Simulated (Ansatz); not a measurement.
InN (wurtzite)

```
CELL_PARAMETERS angstrom
      3.58053     0.00000     0.00000
     -1.79026     3.10083     0.00000
      0.00000     0.00000     5.78779
ATOMIC_POSITIONS crystal
  In 0.66667 0.33333 0.50197
  In 0.33333 0.66667 0.00197
  N  0.66667 0.33333 0.12323
  N  0.33333 0.66667 0.62323
```

This relaxed cell (volume V₀) is scaled evenly in all directions, its shape held. The atoms relax within the cell's symmetry.

The numbers are results of PBE (plane waves to 420 eV, PAW, scalar-relativistic; Ansatz, a program for electronic structure), not measurements. k mesh 11×11×6 (Γ-centred), Fermi-Dirac smearing 0.05 eV. The energy includes the smearing's −TS. Compression counts positive. With the shape held, the modulus is that of even scaling; a crystal free to change shape is softer. At this level the bands of InN touch or barely overlap; measurements give the solid a gap. InN was relaxed with its symmetry unable to fall. ΔE is measured from the relaxed starting cell. The last digit holds for this mesh only.

```csv
V (Å³/atom),ΔE (meV/atom)
15.101,24.7
15.342,13.5
15.583,5.8
15.824,1.4
16.065,0.0
16.306,1.3
16.547,withheld
16.788,11.3
17.029,19.6
```

Fit a third-order Birch-Murnaghan form (E₀, V₀, B₀, B₀′ free) to the given rows and predict ΔE at V = 16.547.

Least squares on the 8 given rows: ΔE = E₀ + (9V₀B₀/16)·y²·[2 + (B₀′ − 4)y], y = (V₀/V)^(2/3) − 1, with V₀ = 16.066 Å³/atom, B₀ = 121.6 GPa (160.2 GPa = 1 eV/Å³; the term in eV is multiplied by 1000), B₀′ = 4.67, E₀ = -0.02 meV/atom; root-mean-square residual 0.01 meV/atom. At 16.547 the fit gives 5.1 meV/atom; the calculation gives 5.2 meV/atom, so the interpolation is off by -0.1 (-1.9 %). For the pressure the fit gives -3.3 GPa against the computed -3.4 GPa.

(A scan under strain: stresses follow from slopes of the energy per volume, elastic moduli from its curvatures.)
